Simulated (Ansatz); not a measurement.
## O on Cr(110): change of the work function

Wanted: Δφ(θ) for O/Cr(110), starting from the hollow site.

Calculated with Ansatz 0.2.0; plane-wave DFT, PBE-D3(BJ), Ansatz PAW.

This is a report of a sequence of runs, with most program output left out.

### Step 1. The structure

The cell holds 4 atoms: 4 Cr. Its edges and angles: a = 2.494 Å, b = 2.494 Å, c = 24.109 Å, α = 90.0°, β = 90.0°, γ = 70.5°. Vacuum lies along c.

Coordinates:

```cif
data_structure
_symmetry_space_group_name_H-M 'P 1'
_symmetry_Int_Tables_number 1
_cell_length_a 2.4942
_cell_length_b 2.4942
_cell_length_c 24.1094
_cell_angle_alpha 90.000
_cell_angle_beta 90.000
_cell_angle_gamma 70.529
_cell_volume 141.40
loop_
_atom_site_label
_atom_site_type_symbol
_atom_site_fract_x
_atom_site_fract_y
_atom_site_fract_z
_atom_site_occupancy
Cr1 Cr 0.00000 0.00000 0.37330 1
Cr2 Cr 0.50000 0.50000 0.45777 1
Cr3 Cr 0.00000 0.00000 0.54223 1
Cr4 Cr 0.50000 0.50000 0.62670 1
```

### Step 2. The clean slab

The bare slab comes first, as the zero from which every change is counted. The two lowest layers are held at bulk places and the upper ones relax. The dipole correction removes the false field that a one-sided slab makes across the periodic vacuum, so each face gets a flat vacuum level of its own.

The input, input.yaml:

```yaml
crystal:
  lattice:
    - [2.0364675298, -1.44, 0.0]
    - [2.0364675298, 1.44, 0.0]
    - [0.0, 0.0, 24.1094025895]
  atoms:
    - { symbol: Cr, position: [0.0, 0.0, 0.3732983415] }
    - { symbol: Cr, position: [0.5, 0.5, 0.4577661138] }
    - { symbol: Cr, position: [0.0, 0.0, 0.5422338862] }
    - { symbol: Cr, position: [0.5, 0.5, 0.6267016585] }
kpoints:
  mp_grid: { grid: [13, 13, 1] }
hamiltonian:
  xc: pbe
  dispersion: d3bj
scf:
  occupations: { method: fermi_dirac, width: 0.1 }
  convergence: { dr2_threshold: 1.0e-08 }
efield:
  axis: 3
  dipole_correction: true
  ramp_position: 0.97
  ramp_width: 0.06
relax:
  f_tol: 0.02
  max_steps: 60
  constraints: [{ sites: [0, 1] }]
output:
  write_potential: true
  write_density: true
  volumetric_format: npy
```

The run is started by

```sh
$ ansatz run input.yaml --threads 4 --pin off --max-ram 6144MiB --backend cpu --events-out ev --progress --plain --runs-dir out
```

The job ended after 11 s (4 threads of Intel Xeon 6975P-C (Granite Rapids), shared host; peak memory 0.61 GiB).

This run has no spin polarisation, although Cr can carry a moment.

Step by step:

```csv
step,energy less that of the first step (eV),largest force component (eV/Å)
1,0.0000,0.8406
2,-0.0669,0.3653
3,-0.0784,0.0125
```

Forces are held to the 4 operations that the run works with; a distortion that breaks them can't arise in this run.

The atoms that moved most (Å):

```csv
atom,dx,dy,dz,length
Cr4,0.000,0.000,-0.204,0.204
Cr3,0.000,0.000,-0.055,0.055
```

Numbers from this step:

* energy at zero smearing: -13509.8975 eV
* work function, upper face: 4.769 eV
* work function, lower face: 4.925 eV
* dipole along the normal: 0.005063 e·Å
* step between the vacuum levels: -0.1562 eV

Running mean over 2.036 Å of the planar mean; the ramp of the sawtooth is left out. Electron's electrostatic potential energy less the Fermi level against z:

```csv
z (Å),electron's electrostatic potential energy less the Fermi level (eV)
3,4.92
4,4.92
5,4.92
6,4.82
7,3.86
8,-3.33
9,-9.55
10,-9.81
11,-10.00
12,-10.5
13,-10.3
14,-11.2
15,-9.61
16,-2.44
17,3.93
18,4.69
19,4.76
20,4.77
21,4.77
```

The relaxation took 3 steps and lowered the energy by 0.078 eV; the largest force on the free atoms ends at 0.012 eV/Å.

The work function of the upper face is 4.77 eV.

### Step 3. Adsorbate added, k-mesh 7×7×1, coverage 0.25 ML

System of this step: Cr16O (O/Cr(110)). The cell holds 17 atoms: 16 Cr and 1 O. Cell: a = 4.988 Å, b = 4.988 Å, c = 25.417 Å, α = 90.0°, β = 90.0°, γ = 70.5°. Vacuum lies along c.

The clean slab as it ended is repeated in the plane and the adsorbate is set on one face; the cell's size fixes the coverage, and the k-mesh shrinks with it to keep the sampling density about even. Adsorbate and upper layers relax, since the dipole depends on the height.

The input, input.yaml:

```yaml
crystal:
  lattice:
    - [4.0729350596, -2.88, 0.0]
    - [4.0729350596, 2.88, 0.0]
    - [0.0, 0.0, 25.4166440476]
  atoms:
    - { symbol: Cr, position: [0.0, 0.0, 0.3540986758] }
    - { symbol: Cr, position: [0.25, 0.25, 0.4342220597] }
    - { symbol: Cr, position: [0.0, 0.0, 0.5121623783] }
    - { symbol: Cr, position: [0.25, 0.25, 0.5864297838] }
    - { symbol: Cr, position: [0.0, 0.5, 0.3540986758] }
    - { symbol: Cr, position: [0.25, 0.75, 0.4342220597] }
    - { symbol: Cr, position: [0.0, 0.5, 0.5121623783] }
    - { symbol: Cr, position: [0.25, 0.75, 0.5864297838] }
    - { symbol: Cr, position: [0.5, 0.0, 0.3540986758] }
    - { symbol: Cr, position: [0.75, 0.25, 0.4342220597] }
    - { symbol: Cr, position: [0.5, 0.0, 0.5121623783] }
    - { symbol: Cr, position: [0.75, 0.25, 0.5864297838] }
    - { symbol: Cr, position: [0.5, 0.5, 0.3540986758] }
    - { symbol: Cr, position: [0.75, 0.75, 0.4342220597] }
    - { symbol: Cr, position: [0.5, 0.5, 0.5121623783] }
    - { symbol: Cr, position: [0.75, 0.75, 0.5864297838] }
    - { symbol: O, position: [0.42, 0.42, 0.6459013242] }
kpoints:
  mp_grid: { grid: [7, 7, 1] }
hamiltonian:
  xc: pbe
  dispersion: d3bj
scf:
  occupations: { method: fermi_dirac, width: 0.1 }
  convergence: { dr2_threshold: 1.0e-08 }
efield:
  axis: 3
  dipole_correction: true
  ramp_position: 0.97
  ramp_width: 0.06
relax:
  f_tol: 0.02
  max_steps: 60
  constraints: [{ sites: [0, 1, 4, 5, 8, 9, 12, 13] }]
output:
  bader: true
  dos: { projected: true, e_range: [-8, 4] }
  write_potential: true
  write_density: true
  volumetric_format: npy
  elf: true
```

Wall time 3.2 min (4 threads); peak memory 2.6 GiB; 13 min of CPU time.

The steps of the relaxation:

```csv
step,energy less that of the first step (eV),largest force component (eV/Å)
1,0.0000,4.1941
2,-0.7342,2.3923
3,-1.0376,0.6293
4,-1.0803,0.2470
5,-1.0946,0.2177
6,-1.0999,0.0712
7,-1.1010,0.0223
8,-1.1012,0.0082
```

The run keeps the 2 symmetry operations that it works with, so distortions that break them were not tested.

The atoms that moved most (Å):

```csv
atom,dx,dy,dz,length
O17,0.168,0.000,-0.351,0.389
Cr16,0.153,0.000,-0.046,0.159
Cr4,-0.098,0.000,0.060,0.115
Cr8,-0.012,0.021,0.103,0.106
Cr12,-0.012,-0.021,0.103,0.106
Cr3,0.022,0.000,-0.056,0.060
Cr11,-0.001,0.004,0.030,0.031
Cr7,-0.001,-0.004,0.030,0.031
```

The relaxed structure:

```xyz
17
Lattice="4.0729 -2.8800 0.0000 4.0729 2.8800 0.0000 0.0000 0.0000 25.4166" Properties=species:S:1:pos:R:3
Cr    0.0000    0.0000    9.0000
Cr    2.0365    0.0000   11.0365
Cr    0.0223    0.0000   12.9615
Cr    1.9384    0.0000   14.9654
Cr    2.0365    1.4400    9.0000
Cr    4.0729    1.4400   11.0365
Cr    2.0355    1.4356   13.0476
Cr    4.0614    1.4613   15.0084
Cr    2.0365   -1.4400    9.0000
Cr    4.0729   -1.4400   11.0365
Cr    2.0355   -1.4356   13.0476
Cr    4.0614   -1.4613   15.0084
Cr    4.0729    0.0000    9.0000
Cr    6.1094    0.0000   11.0365
Cr    4.0693    0.0000   13.0108
Cr    6.2620    0.0000   14.8588
O     3.5897    0.0000   16.0657
```

Numbers from this step:

- energy at zero smearing: -54609.1577 eV
- work function, upper face: 4.842 eV
- work function, lower face: 4.909 eV
- dipole along the normal: 0.008636 e·Å
- step between the vacuum levels: -0.06661 eV

Running mean over 2.036 Å of the planar mean; the ramp of the sawtooth is left out. Table of electron's electrostatic potential energy less the Fermi level by z:

z (Å), electron's electrostatic potential energy less the Fermi level (eV) and a bar from the least value:
```
      3.0        4.9 ##############################
      3.5        4.9 ##############################
      4.0        4.9 ##############################
      4.5        4.9 ##############################
      5.0        4.9 ##############################
      5.5        4.9 ##############################
      6.0        4.8 ##############################
      6.5        4.6 #############################
      7.0        3.8 ############################
      7.5        1.4 #######################
      8.0       -3.3 ##############
      8.5       -7.8 ######
      9.0       -9.5 ##
      9.5       -9.7 ##
     10.0       -9.8 ##
     10.5       -9.9 ##
     11.0      -10.0 ##
     11.5      -10.3 #
     12.0      -10.5 #
     12.5      -10.3 #
     13.0      -10.1 #
     13.5      -10.6 
     14.0      -10.8 
     14.5      -10.6 
     15.0      -10.4 #
     15.5       -8.9 ####
     16.0       -4.4 ############
     16.5        0.3 #####################
     17.0        3.1 ###########################
     17.5        4.4 #############################
     18.0        4.8 ##############################
     18.5        4.8 ##############################
     19.0        4.8 ##############################
     19.5        4.8 ##############################
     20.0        4.8 ##############################
     20.5        4.8 ##############################
     21.0        4.8 ##############################
     21.5        4.8 ##############################
     22.0        4.8 ##############################
```

The density of states has structure finer than the step of the table below, so its rows give means over 0.25 eV, whole bins alone (the curve runs from -8 to 0.93 eV). Peaks (eV: height): -2.380: 39.4, -2.320: 36.3, -1.980: 39.9, -1.890: 38.1, -1.800: 40.6, 0.420: 34.0, 0.840: 42.1.

Density of states against energy, zero at the Fermi level; means over each step:

energy (eV), density of states (states/eV a cell) and a bar:
```
    -7.50        0.0 
    -7.25        0.8 #
    -7.00        1.0 #
    -6.75        1.1 #
    -6.50        1.4 #
    -6.25        2.5 ##
    -6.00        5.8 #####
    -5.75       12.4 ##########
    -5.50        6.3 #####
    -5.25        3.6 ###
    -5.00        3.6 ###
    -4.75        2.5 ##
    -4.50        4.6 ####
    -4.25        7.9 ######
    -4.00       14.2 ############
    -3.75       15.7 #############
    -3.50       15.7 #############
    -3.25       18.8 ###############
    -3.00       18.4 ###############
    -2.75       16.9 ##############
    -2.50       19.9 ################
    -2.25       30.1 #########################
    -2.00       30.6 #########################
    -1.75       28.0 #######################
    -1.50       27.4 ######################
    -1.25       29.3 ########################
    -1.00       27.0 ######################
    -0.75       18.9 ###############
    -0.50       12.6 ##########
    -0.25       15.3 ############
     0.00       16.5 #############
     0.25       23.0 ###################
     0.50       27.3 ######################
     0.75       36.8 ##############################
```

Projected DOS per atom over height of the atomic layer and energy from the Fermi level. Layers: Cr4 Cr4 Cr4 Cr4 O from below.

Ten even steps from '_' (0.00 states/eV) to '@' (5.89 states/eV), each cell a mean:
```
--==--==__
--::::::__
::....::__
::____..__
--....::__
--::::--__
--::::::__
::----::__
..::::::__
..::::..__
..::::..__
__::::..__
__....____
__________
__________
________::
______..@@
________::
__________
__________
__________
__________
```
Columns: height of the atomic layer (Å) from 9 to 16.1 (not evenly spaced); rows upwards: energy from the Fermi level (eV) from -7.96 to 0.945.

ELF in the ca plane at fractional y = 0.000, with atoms of Cr within 0.2 Å of it. It is the smooth field of the valence electrons, not physical close to the nuclei.

Values, 7 rows by 16 columns, each cell a mean:
```
0.10 0.59 0.35 0.36 0.33 0.58 0.33 0.39 0.44 0.25 0.03 0.00 0.00 0.00 0.00 0.00
0.33 0.27 0.34 0.32 0.40 0.26 0.36 0.32 0.38 0.17 0.02 0.00 0.00 0.00 0.00 0.00
0.13 0.46 0.31 0.34 0.34 0.43 0.32 0.30 0.35 0.12 0.01 0.00 0.00 0.00 0.00 0.00
0.08 0.79 0.43 0.40 0.33 0.75 0.45 0.40 0.42 0.15 0.01 0.00 0.00 0.00 0.00 0.00
0.21 0.34 0.30 0.32 0.36 0.33 0.32 0.33 0.41 0.22 0.02 0.00 0.00 0.00 0.00 0.00
0.28 0.29 0.32 0.32 0.38 0.29 0.35 0.37 0.42 0.26 0.04 0.00 0.00 0.00 0.00 0.00
0.08 0.73 0.41 0.39 0.33 0.75 0.39 0.43 0.47 0.28 0.05 0.00 0.00 0.00 0.00 0.00
```
Columns run along c (16.0 Å, from fractional 0.30 to 0.93 of the cell), rows up along a (5.0 Å). Atoms in or near the plane, at fractional coordinates: Cr at (0.35, 0.00), Cr at (0.51, 0.00), Cr at (0.35, 0.50), Cr at (0.51, 0.50).

Electrostatic potential energy in the ca plane at fractional y = 0.000, with atoms of Cr within 0.2 Å of it. With pseudopotentials it is smooth inside the atoms' cores, unlike the true potential.

Ten even steps from '0' (-38 eV) to '9' (8 eV), each cell a mean:
```
98500027888884000378889999999999999999999999
99742268888887423688888999999999999999999999
99887789888888877888878999999999999999999999
99887789888888877888778999999999999999999999
99742258888887422588888999999999999999999999
98500027888885100268889999999999999999999999
98400016898885000168899999999999999999999999
98620037888886200378888999999999999999999999
99865578888888655788888999999999999999999999
99988889888888878898888999999999999999999999
99865578888888645788888999999999999999999999
98620037888885100488888999999999999999999999
98400016898883000278999999999999999999999999
```
Columns run along c (16.0 Å, from fractional 0.30 to 0.93 of the cell; values clipped at the 3rd and 97th percentile), rows up along a (5.0 Å). Atoms in or near the plane, at fractional coordinates: Cr at (0.35, 0.00), Cr at (0.51, 0.00), Cr at (0.35, 0.50), Cr at (0.51, 0.50).

Valence density in the ca plane at fractional y = 0.000, with atoms of Cr within 0.2 Å of it. It is the smooth field of the valence electrons, not physical close to the nuclei.

Ten steps, logarithmic in the rise over the least value, from '0' (0 e/Å³) to '9' (19 e/Å³), each cell a mean:
```
00379852211224798522221100000000000000000000
00145532222222454222221100000000000000000000
00122221122222222222222100000000000000000000
00122221122222222222222100000000000000000000
00246532222222455322221100000000000000000000
00379852211123798622211100000000000000000000
00379962211123799632111100000000000000000000
00257742212222577422221100000000000000000000
00123322122222233222221100000000000000000000
00122221122222222222222100000000000000000000
00123322122222343222222100000000000000000000
00257742212223687422221100000000000000000000
00379962211224899522211100000000000000000000
```
Columns run along c (16.0 Å, from fractional 0.30 to 0.93 of the cell), rows up along a (5.0 Å). Atoms in or near the plane, at fractional coordinates: Cr at (0.35, 0.00), Cr at (0.51, 0.00), Cr at (0.35, 0.50), Cr at (0.51, 0.50).

The relaxation took 8 steps and lowered the energy by 1.1 eV; the largest force on the free atoms ends at 0.0082 eV/Å.

By hand: a sheet of dipoles makes a step −p/(ε₀A) in the electron's potential. With e/ε₀ = 180.95 V·Å, p = 0.008636 e·Å and A = 23.46 Å², that is −180.95 × (0.008636) / 23.46 = -0.067 eV, and the two vacuum levels of the run differ by -0.067 eV.

The covered face has 4.84 eV, +0.07 eV against the clean one; the bare back face has moved by -0.02 eV, a measure of how thin the slab is.

### Step 4. The covered slab, k-mesh 7×7×1, coverage 0.5 ML

System of this step: Cr8O (O/Cr(110)). The cell holds 18 atoms: 16 Cr and 2 O. Cell: a = 4.988 Å, b = 4.988 Å, c = 25.417 Å, α = 90.0°, β = 90.0°, γ = 70.5°. Vacuum lies along c.

Another coverage, to see how the dipoles act on each other as their distance changes.

Changes to input.yaml since step 3:

```diff
@@ -23,2 +23,3 @@
     - { symbol: O, position: [0.42, 0.42, 0.6459013242] }
+    - { symbol: O, position: [0.92, 0.92, 0.6459013242] }
 kpoints:
@@ -46,2 +47 @@
   volumetric_format: npy
-  elf: true
```

Wall time 2.6 min (4 threads); peak memory 2.7 GiB.

Relaxation path:

```csv
step,energy less that of the first step (eV),largest force component (eV/Å)
1,0.0000,4.7305
2,-1.7203,2.3906
3,-2.1608,0.5236
4,-2.1856,0.1080
5,-2.1876,0.0301
6,-2.1878,0.0111
```

Forces are held to the 4 operations that the run works with; a distortion that breaks them can't arise in this run.

The atoms that moved most (Å):

```csv
atom,dx,dy,dz,length
O18,0.070,0.000,-0.319,0.326
O17,0.070,0.000,-0.319,0.326
Cr8,0.075,0.000,0.120,0.141
Cr12,0.075,0.000,0.120,0.141
Cr7,0.023,0.000,0.034,0.041
Cr11,0.023,0.000,0.034,0.041
Cr15,0.017,0.000,-0.032,0.036
Cr3,0.017,0.000,-0.032,0.036
```

Final coordinates:

```
Cr O
1.0
     4.07294   -2.88000    0.00000
     4.07294    2.88000    0.00000
     0.00000    0.00000   25.41664
Cr O
16 2
Direct
  0.00000 0.00000 0.35410
  0.25000 0.25000 0.43422
  0.00209 0.00209 0.51090
  0.25271 0.25271 0.58709
  0.00000 0.50000 0.35410
  0.25000 0.75000 0.43422
  0.00277 0.50277 0.51349
  0.25925 0.75925 0.59113
  0.50000 0.00000 0.35410
  0.75000 0.25000 0.43422
  0.50277 0.00277 0.51349
  0.75925 0.25925 0.59113
  0.50000 0.50000 0.35410
  0.75000 0.75000 0.43422
  0.50209 0.50209 0.51090
  0.75271 0.75271 0.58709
  0.42855 0.42855 0.63337
  0.92855 0.92855 0.63337
```

This step gave:

| Property | Result |
| --- | --- |
| energy at zero smearing | -55178.1589 eV |
| work function, upper face | 5.527 eV |
| work function, lower face | 4.884 eV |
| dipole along the normal | -0.08337 e·Å |
| step between the vacuum levels | 0.6430 eV |

The density of states has structure finer than the step of the table below, so its rows give means over 0.25 eV, whole bins alone (the curve runs from -8 to 1.05 eV). Peaks (eV: height): -2.290: 38.1, -2.140: 43.5, -2.050: 33.6, -1.920: 42.3, -1.830: 35.9, -1.650: 39.5, 0.990: 47.1.

The density of states by energy, zero at the Fermi level; means over each step:

```csv
energy (eV),density of states (states/eV a cell)
-7.50,0
-7.25,0.755
-7.00,1.01
-6.75,1.16
-6.50,1.45
-6.25,5.64
-6.00,9.86
-5.75,7.28
-5.50,10.7
-5.25,10.6
-5.00,8.78
-4.75,6.70
-4.50,3.42
-4.25,6.91
-4.00,13.8
-3.75,15.7
-3.50,17.1
-3.25,15.1
-3.00,18.8
-2.75,17.7
-2.50,15.9
-2.25,31.6
-2.00,27.7
-1.75,29.5
-1.50,28.9
-1.25,28.1
-1.00,26.1
-0.75,17.5
-0.50,15.0
-0.25,14.0
0.00,17.4
0.25,23.1
0.50,28.2
0.75,35.5
```

Projected DOS per atom over height of the atomic layer and energy from the Fermi level. Layers: Cr4 Cr4 Cr4 Cr4 O2 from below.

Ten even steps from '0' (0.00 states/eV) to '9' (2.75 states/eV), each cell a mean:
```
89880
65560
53240
51130
72240
84461
66561
67750
35630
34430
34420
15420
13310
01100
00017
00029
00028
00027
00000
00000
00000
00000
```
Columns: height of the atomic layer (Å) from 9 to 16.1 (not evenly spaced); rows upwards: energy from the Fermi level (eV) from -7.96 to 1.04.

The relaxation took 6 steps and lowered the energy by 2.2 eV; the largest force on the free atoms ends at 0.011 eV/Å.

The covered face has 5.53 eV, +0.76 eV against the clean one; the bare back face has moved by -0.04 eV, a measure of how thin the slab is.

### Step 5. Adsorbate added, k-mesh 13×13×1, coverage 1 ML

System of this step: Cr4O (O/Cr(110)). The cell holds 5 atoms: 4 Cr and 1 O. Cell: a = 2.494 Å, b = 2.494 Å, c = 25.417 Å, α = 90.0°, β = 90.0°, γ = 70.5°. Vacuum lies along c.

input.yaml, the sections that differ from step 4:

```yaml
crystal:
  lattice:
    - [2.0364675298, -1.44, 0.0]
    - [2.0364675298, 1.44, 0.0]
    - [0.0, 0.0, 25.4166440476]
  atoms:
    - { symbol: Cr, position: [0.0, 0.0, 0.3540986758] }
    - { symbol: Cr, position: [0.5, 0.5, 0.4342220597] }
    - { symbol: Cr, position: [0.0, 0.0, 0.5121623783] }
    - { symbol: Cr, position: [0.5, 0.5, 0.5864297838] }
    - { symbol: O, position: [0.84, 0.84, 0.6459013242] }
kpoints:
  mp_grid: { grid: [13, 13, 1] }
relax:
  f_tol: 0.02
  max_steps: 60
  constraints: [{ sites: [0, 1] }]
output:
  bader: true
  write_potential: true
  write_density: true
  volumetric_format: npy
# hamiltonian, scf, efield: as in step 4
```

Wall time 30 s (4 threads); peak memory 0.6 GiB; 1.9 min of CPU time.

Relaxation path:

```csv
step,energy less that of the first step (eV),largest force component (eV/Å)
1,0.0000,6.1152
2,-1.1558,3.1274
3,-1.3570,1.0737
4,-1.3844,0.0886
5,-1.3847,0.0272
6,-1.3848,0.0021
```

Forces are held to the 2 operations that the run works with; a distortion that breaks them can't arise in this run.

The atoms that moved most (Å):

```csv
atom,dx,dy,dz,length
O5,0.172,0.000,-0.288,0.335
Cr4,0.090,0.000,0.130,0.159
Cr3,0.023,0.000,-0.005,0.024
```

Final coordinates:

```xyz
5
Lattice="2.0365 -1.4400 0.0000 2.0365 1.4400 0.0000 0.0000 0.0000 25.4166" Properties=species:S:1:pos:R:3
Cr    0.0000    0.0000    9.0000
Cr    2.0365    0.0000   11.0365
Cr    0.0233    0.0000   13.0125
Cr    2.1269    0.0000   15.0356
O     3.5931    0.0000   16.1290
```

Running mean over 2.036 Å of the planar mean; the ramp of the sawtooth is left out. Electron's electrostatic potential energy less the Fermi level against z:

```csv
z (Å),electron's electrostatic potential energy less the Fermi level (eV)
3,4.85
4,4.85
5,4.84
6,4.75
7,3.78
8,-3.36
9,-9.56
10,-9.80
11,-9.97
12,-10.5
13,-9.97
14,-10.2
15,-11.9
16,-8.06
17,2.17
18,6.81
19,6.97
20,6.98
21,6.98
22,6.98
```

The relaxation took 6 steps and lowered the energy by 1.4 eV; the largest force on the free atoms ends at 0.0021 eV/Å.

The covered face has 6.98 eV, +2.21 eV against the clean one; the bare back face has moved by -0.07 eV, a measure of how thin the slab is.

[end of part 1 of 2]

[Logs are printed without paths, hosts, clocks, repeated set-up lines and the standing remarks that a program may print on its own settings, such as how far it seeks lower states.]

[Hosts, paths, dates, database ids (printed as entryN), source tags and the programs' standing remarks are cut or masked in the printed files.]

[Maps of the electrostatic potential energy from Ansatz leave out the sawtooth potential of an applied field or a dipole correction, so their vacuum need not be flat; planar profiles and work functions include it.]

[The density of states shown here was stored with 400 of the rows of the run's finer table, so its peaks can read low, often by over a quarter, or be missed, and its means over a window can be off by a tenth or more.]
